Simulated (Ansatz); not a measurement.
A run of Ansatz 0.2.0 is set up as follows.

File input.yaml:

```yaml
crystal:
  lattice:
    - [0.0, 2.82891, 2.82891]
    - [2.82891, 0.0, 2.82891]
    - [2.82891, 2.82891, 0.0]
  atoms:
    - { symbol: Ge, position: [0.75, 0.75, 0.75] }
    - { symbol: Ge, position: [0.5, 0.5, 0.5] }
kpoints:
  mp_grid: { grid: [8, 8, 8] }
scf:
  occupations: { method: gaussian, width: 0.021 }
hamiltonian:
  xc: pbe
  pseudopotentials: { kind: all_electron, lapw: { basis_error: 0.001 } }
output:
  forces: true
  stress: true
  eigenvalues: true
```

Potentials or basis: all-electron LAPW, scalar-relativistic.

Command:

```sh
$ ansatz run input.yaml --threads 1 --pin off --max-ram 3072MiB --backend cpu --events-out ev --progress --plain --runs-dir out
```

Problem. What does it give for the band gap on the k mesh?

Solution. 0.04 eV, direct.

Problem. Predict the pressure.

Solution. 3.6 GPa.

**Measured values to compare with.**

“Electronic and optical properties of SixGe1-x-ySny alloys lattice-matched to Ge”, 2021, arxiv:2109.02782 reports, for a bulk crystal of Ge at 293 K: band gap 0.666 eV (indirect).

Against the measured gap of Ge, 0.666 eV (indirect; 293 K; “Electronic and optical properties of SixGe1-x-ySny alloys lattice-matched to Ge”, 2021, arxiv:2109.02782), the calculated 0.04 eV is off by -0.63 eV. 3 values of this kind are on record (0.666 to 0.807 eV); this one was drawn at random among those near their median. Spin-orbit coupling on Ge is left out. The value is that of PBE on a finite k mesh, which can miss the band edges, without temperature or zero-point motion. Semilocal functionals fall short of measured gaps as a rule.
